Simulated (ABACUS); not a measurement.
Ge:

```
Ge
1.0
    -2.57449    2.57449    1.39741
     2.57449   -2.57449    1.39741
     2.57449    2.57449   -1.39741
Ge
2
Direct
  0.50000 0.50000 0.00000
  0.25000 0.75000 0.50000
```

This isn't the form of Ge at room conditions, which is diamond.

Base run:

```yaml
Program: ABACUS 3.10.1
Functional: LDA
Potentials_or_basis: PseudoDojo NC SR 0.4.1 LDA stringent
Cutoff: 1687 eV
Density_cutoff: 6748 eV
Basis: plane waves
k_mesh: 9 × 9 × 9
Occupations: fermi-dirac, width 0.05 eV
Spin: no spin polarisation
```

Its results: band gap on the k mesh none (metal or under the smearing width); pressure -2.4 GPa.

Q: The run is repeated on the same cell with these changes: functional from LDA to HLE16; potentials or basis from PseudoDojo NC SR 0.4.1 LDA stringent to GBRV ultrasoft 1.5 PBE; cutoff from 1687 eV to 544 eV; density cutoff from 6748 eV to 4354 eV; valence electrons from 44 to 28. What comes out?

A: Band gap on the k mesh none (metal or under the smearing width); pressure -16.6 GPa.

Caveats: the potentials were made for a functional far from this one (some runs); so large a pressure means that the cell lies far from this level's equilibrium, or that cutoff or potentials fall short (some runs); the potentials were made for another functional, which shifts forces and pressure (some runs).
